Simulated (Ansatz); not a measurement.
# Si23H4O48: the cost of one run

Program: Ansatz 0.2.0. Level of theory: DFT PBE+D3(BJ), scalar-relativistic, plane waves, PAW. These are calculated values, not measurements.

## 1. The system as given

Symmetry: P1, No. 1, triclinic system. Conventional cell: a = 9.832 Å, b = 9.832 Å, c = 10.818 Å, α = 90.00°, β = 90.00°, γ = 120.00°. Si (site symmetry 1) has 4 O at 1.62 to 1.63 Å as nearest neighbours. Around O (site symmetry 1) lie 2 Si at 1.63 Å. Around O (site symmetry 1) lie 2 Si at 1.62 to 1.63 Å. Only part of the 75 independent sites is listed.

Structure file:

```
CELL_PARAMETERS angstrom
9.83160 0.00000 0.00000
-4.91580 8.51441 0.00000
0.00000 0.00000 10.81820
ATOMIC_POSITIONS crystal
Si 0.26684 0.00098 0.16347
Si 0.00285 0.27037 0.33570
Si 0.23061 0.23541 0.00010
O 0.06877 0.20662 0.44624
O 0.29612 0.36583 0.10991
O 0.14021 0.43474 0.27866
O 0.20246 0.06990 0.05539
O 0.36238 0.29444 0.39136
O 0.43070 0.13842 0.22135
Si 0.26535 0.99775 0.66365
Si 0.99321 0.26636 0.83503
Si 0.23231 0.22851 0.50175
O 0.06543 0.20987 0.94571
O 0.30388 0.35177 0.61665
O 0.13567 0.42902 0.77808
O 0.19971 0.05743 0.54993
O 0.35846 0.29582 0.88797
O 0.42848 0.13645 0.72173
Si 0.26828 0.50274 0.16721
Si 0.99978 0.76761 0.33315
Si 0.23386 0.73303 0.99665
O 0.06790 0.70632 0.44383
O 0.29912 0.86841 0.10315
O 0.13683 0.93004 0.27352
O 0.20408 0.56985 0.05801
O 0.36398 0.79940 0.38658
O 0.43429 0.64068 0.22152
Si 0.99892 0.76669 0.83271
Si 0.23443 0.73561 0.49762
O 0.06775 0.70498 0.94236
O 0.29936 0.86433 0.60902
O 0.13503 0.93004 0.77389
O 0.20585 0.56995 0.55544
O 0.35939 0.78706 0.88338
O 0.45745 0.64843 0.71430
Si 0.76924 0.00430 0.16724
Si 0.49845 0.26709 0.33264
Si 0.72664 0.23202 0.00030
O 0.56833 0.20467 0.44119
O 0.79072 0.36288 0.10970
O 0.63447 0.43318 0.27686
O 0.70322 0.06912 0.05732
O 0.86583 0.29920 0.39139
O 0.93374 0.14158 0.22412
Si 0.76572 0.00123 0.66690
Si 0.49457 0.26577 0.83203
Si 0.73277 0.23381 0.49924
O 0.56175 0.20462 0.94369
O 0.79140 0.36227 0.61097
O 0.63035 0.43231 0.77517
O 0.70537 0.06909 0.55548
O 0.85400 0.29271 0.88822
O 0.93076 0.13663 0.72449
Si 0.76517 0.50083 0.16730
Si 0.50119 0.77037 0.33205
Si 0.73508 0.73690 0.00121
O 0.56846 0.70787 0.44230
O 0.79902 0.86851 0.11014
O 0.63944 0.93563 0.27729
O 0.70548 0.57144 0.05743
O 0.86379 0.79712 0.38999
O 0.93059 0.63562 0.22438
Si 0.76319 0.49956 0.66634
Si 0.50465 0.76921 0.83163
Si 0.73275 0.73549 0.49969
O 0.56975 0.70901 0.94538
O 0.79447 0.86456 0.61073
O 0.63681 0.93933 0.77827
O 0.70413 0.56993 0.55610
O 0.86338 0.79661 0.88968
O 0.92852 0.63351 0.72462
H 0.45230 0.54777 0.72534
H 0.22975 0.35611 0.67555
H 0.30280 0.58497 0.59564
H 0.12036 0.46911 0.72178
```

The structure rests on an entry of the Crystallography Open Database; cell or positions may have been set otherwise for this series.

## 2. Single point: Si23H4O48 defect cell, no spin

File input.yaml:

```yaml
crystal:
  lattice:
    - [9.8316, 0.0, 0.0]
    - [-4.9158, 8.514415, 0.0]
    - [0.0, 0.0, 10.8182]
  atoms:
    - { symbol: Si, position: [0.266843, 0.00097674, 0.16347] }
    - { symbol: Si, position: [0.0028516, 0.270368, 0.335705] }
    - { symbol: Si, position: [0.230605, 0.235408, 0.00010073] }
    - { symbol: O, position: [0.068765, 0.206621, 0.44624] }
    - { symbol: O, position: [0.296124, 0.365827, 0.109908] }
    - { symbol: O, position: [0.140206, 0.434745, 0.278663] }
    - { symbol: O, position: [0.20246, 0.069896, 0.055395] }
    - { symbol: O, position: [0.362378, 0.294436, 0.391361] }
    - { symbol: O, position: [0.430699, 0.138418, 0.221353] }
    - { symbol: Si, position: [0.265348, 0.9977494, 0.66365] }
    - { symbol: Si, position: [0.9932126, 0.266356, 0.83503] }
    - { symbol: Si, position: [0.232311, 0.228511, 0.501752] }
    - { symbol: O, position: [0.065432, 0.209873, 0.945715] }
    - { symbol: O, position: [0.303882, 0.351771, 0.616648] }
    - { symbol: O, position: [0.13567, 0.429017, 0.77808] }
    - { symbol: O, position: [0.199712, 0.057432, 0.54993] }
    - { symbol: O, position: [0.358455, 0.295822, 0.887965] }
    - { symbol: O, position: [0.428484, 0.136452, 0.721728] }
    - { symbol: Si, position: [0.268282, 0.502739, 0.167211] }
    - { symbol: Si, position: [0.99978038, 0.767614, 0.333148] }
    - { symbol: Si, position: [0.233864, 0.733029, 0.9966533] }
    - { symbol: O, position: [0.067901, 0.706322, 0.443832] }
    - { symbol: O, position: [0.299116, 0.868409, 0.10315] }
    - { symbol: O, position: [0.136833, 0.930038, 0.273522] }
    - { symbol: O, position: [0.204078, 0.569852, 0.058014] }
    - { symbol: O, position: [0.363978, 0.799398, 0.38658] }
    - { symbol: O, position: [0.434295, 0.640684, 0.221519] }
    - { symbol: Si, position: [0.9989205, 0.766693, 0.832714] }
    - { symbol: Si, position: [0.234429, 0.735614, 0.497622] }
    - { symbol: O, position: [0.067746, 0.704981, 0.942361] }
    - { symbol: O, position: [0.299362, 0.864331, 0.609024] }
    - { symbol: O, position: [0.135035, 0.930038, 0.773895] }
    - { symbol: O, position: [0.205853, 0.56995, 0.555435] }
    - { symbol: O, position: [0.359388, 0.787059, 0.883378] }
    - { symbol: O, position: [0.457452, 0.648434, 0.714304] }
    - { symbol: Si, position: [0.769241, 0.0042952, 0.167239] }
    - { symbol: Si, position: [0.498452, 0.267089, 0.332638] }
    - { symbol: Si, position: [0.726642, 0.232024, 0.0002954] }
    - { symbol: O, position: [0.568334, 0.204666, 0.441189] }
    - { symbol: O, position: [0.790721, 0.362883, 0.109704] }
    - { symbol: O, position: [0.634473, 0.433181, 0.276856] }
    - { symbol: O, position: [0.70322, 0.069122, 0.057317] }
    - { symbol: O, position: [0.865829, 0.299199, 0.391395] }
    - { symbol: O, position: [0.933744, 0.141576, 0.22412] }
    - { symbol: Si, position: [0.765718, 0.0012322, 0.6669] }
    - { symbol: Si, position: [0.494575, 0.265766, 0.832027] }
    - { symbol: Si, position: [0.732773, 0.233808, 0.499237] }
    - { symbol: O, position: [0.561748, 0.204616, 0.943686] }
    - { symbol: O, position: [0.791402, 0.362269, 0.610967] }
    - { symbol: O, position: [0.630351, 0.432309, 0.775171] }
    - { symbol: O, position: [0.705366, 0.069091, 0.555479] }
    - { symbol: O, position: [0.853998, 0.29271, 0.888217] }
    - { symbol: O, position: [0.930764, 0.136627, 0.724491] }
    - { symbol: Si, position: [0.765174, 0.500834, 0.167298] }
    - { symbol: Si, position: [0.501188, 0.770367, 0.332053] }
    - { symbol: Si, position: [0.735083, 0.736902, 0.0012113] }
    - { symbol: O, position: [0.568465, 0.707867, 0.442299] }
    - { symbol: O, position: [0.79902, 0.868506, 0.110139] }
    - { symbol: O, position: [0.639442, 0.93563, 0.277285] }
    - { symbol: O, position: [0.70548, 0.571443, 0.057434] }
    - { symbol: O, position: [0.863787, 0.797116, 0.389989] }
    - { symbol: O, position: [0.930587, 0.635619, 0.22438] }
    - { symbol: Si, position: [0.763194, 0.499559, 0.666338] }
    - { symbol: Si, position: [0.504648, 0.76921, 0.831628] }
    - { symbol: Si, position: [0.732749, 0.735492, 0.499688] }
    - { symbol: O, position: [0.569754, 0.709008, 0.945383] }
    - { symbol: O, position: [0.794469, 0.864558, 0.610728] }
    - { symbol: O, position: [0.636808, 0.939326, 0.778268] }
    - { symbol: O, position: [0.704132, 0.569933, 0.556105] }
    - { symbol: O, position: [0.863381, 0.79661, 0.889681] }
    - { symbol: O, position: [0.928516, 0.633508, 0.724622] }
    - { symbol: H, position: [0.452299, 0.547766, 0.72534] }
    - { symbol: H, position: [0.229745, 0.356111, 0.675554] }
    - { symbol: H, position: [0.302798, 0.584967, 0.595636] }
    - { symbol: H, position: [0.12036131, 0.46911267, 0.72177554] }
scf:
  occupations: { method: gaussian, width: 0.02 }
output:
  stress: false
  eigenvalues: true
kpoints:
  mp_grid: { grid: [1, 1, 1] }
hamiltonian:
  xc: pbe
  dispersion: d3bj
```

On the command line:

```console
$ ansatz run input.yaml --threads 4 --pin off --max-ram 16384MiB --backend cpu --events-out ev --progress --plain --runs-dir out
```

**Question.** How long does this run take on 4 threads of AMD EPYC 9R45 (Zen 5), shared host, and how much memory does it need?

About 1.9 s, with a peak of 1 GiB.
